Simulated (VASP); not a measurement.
**Si: band structure with LDA**

The system is Si.

```
Si
1.0
     0.00000    2.72185    2.72185
     2.72185    0.00000    2.72185
     2.72185    2.72185    0.00000
Si
2
Direct
  0.50000 0.50000 0.50000
  0.75000 0.75000 0.75000
```

```
Program                : VASP 6.6.1
Task                   : band structure
Functional             : LDA
Potentials or basis    : VASP PAW LDA potentials, release 64 (Si)
Cutoff                 : 520 eV
k mesh                 : 8 × 8 × 8
Occupations            : fermi-dirac, width 0.05 eV
Spin                   : no spin polarisation
Further INCAR settings : ALGO = Normal; EDIFF = 1e-06
```

| Quantity | Value |
| --- | --- |
| Pressure | -2.1 GPa |
| Band gap on the k mesh | 0.53 eV, indirect (least direct gap 2.52 eV) |
| Band gap along the path | 0.48 eV, indirect (least direct gap 2.52 eV) |

Levels at the corners of the path, in eV from the valence-band top:
```csv
point,band 1,band 2,band 3,band 4,band 5,band 6,band 7,band 8
Γ,-11.91,0.00,0.00,0.00,2.52,2.52,2.52,3.13
X,-7.79,-7.79,-2.83,-2.83,0.62,0.62,9.92,9.92
X,-7.79,-7.79,-2.83,-2.83,0.62,0.62,9.92,9.92
W,-7.63,-7.63,-3.85,-3.85,4.18,4.18,4.90,4.90
W,-7.63,-7.63,-3.85,-3.85,4.18,4.18,4.90,4.90
K,-8.20,-7.21,-4.30,-2.41,1.11,4.03,7.37,7.88
K,-8.20,-7.21,-4.30,-2.41,1.11,4.03,7.37,7.88
Γ,-11.91,0.00,0.00,0.00,2.52,2.52,2.52,3.13
Γ,-11.91,0.00,0.00,0.00,2.52,2.52,2.52,3.13
L,-9.59,-6.96,-1.19,-1.19,1.40,3.29,3.29,7.50
L,-9.59,-6.96,-1.19,-1.19,1.40,3.29,3.29,7.50
U,-8.20,-7.21,-4.30,-2.41,1.11,4.03,7.37,7.88
U,-8.20,-7.21,-4.30,-2.41,1.11,4.03,7.37,7.88
W,-7.63,-7.63,-3.85,-3.85,4.18,4.18,4.90,4.90
W,-7.63,-7.63,-3.85,-3.85,4.18,4.18,4.90,4.90
L,-9.59,-6.96,-1.19,-1.19,1.40,3.29,3.29,7.50
L,-9.59,-6.96,-1.19,-1.19,1.40,3.29,3.29,7.50
K,-8.20,-7.21,-4.30,-2.41,1.11,4.03,7.37,7.88
U,-8.20,-7.21,-4.30,-2.41,1.11,4.03,7.37,7.88
X,-7.79,-7.79,-2.83,-2.83,0.62,0.62,9.92,9.92
```

It took 29 s on 1 thread of Intel(R) Xeon(R) Platinum 8488C (Sapphire Rapids), on a shared host, peak memory 0.14 GiB.

As with any semilocal functional, this LDA gap is likely too small.
